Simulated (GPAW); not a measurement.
Crystal: Hf.

```xyz
1
Lattice="0.0000 2.2200 2.2200 2.2200 0.0000 2.2200 2.2200 2.2200 0.0000" Properties=species:S:1:pos:R:3 pbc="T T T"
Hf    0.0000    0.0000    0.0000
```

This isn't the form of Hf at room conditions, which is hcp.

Program: GPAW 26.7.0. Alike in all runs: cell as given; k mesh 10 × 10 × 10; cutoff (eV) 600; smearing fermi-dirac 0.05 eV.

Question: Order these runs on this cell by their pressure, lowest first.
A. level r2SCAN+U; potentials or basis GPAW PAW data sets (gpaw-data 1.2.1), pw; spin off; U Hf d U = 1 eV; U projector left unscaled no; k mesh for the DOS 15 × 15 × 15; dos width 0.1 eV
B. level r4SCAN; potentials or basis GPAW PAW data sets (gpaw-data 1.2.1), pw; spin off
C. level revPBE+D3(op)+U; potentials or basis the program's PAW data sets (release 1.2.1) made for this functional, pw; spin off; U Hf d U = 4 eV; U projector left unscaled no; band path GXWKGLUWLK,UX; band points 100
D. level rSCAN; potentials or basis GPAW PAW data sets (gpaw-data 1.2.1), pw; spin collinear, random start

Answer: B (-0.3 GPa), D (2.6 GPa), A (7.6 GPa), C (19.0 GPa).

Caveats: the PAW data sets were made with another functional, which shifts forces and pressure a little (some runs); U without spin polarisation on a metal has little footing (some runs); the U is typed as a test and isn't derived for this compound (some runs); pairwise dispersion overbinds metals, which lowers pressure and volume (some runs).

Runs at the PBE level aren't shown here.
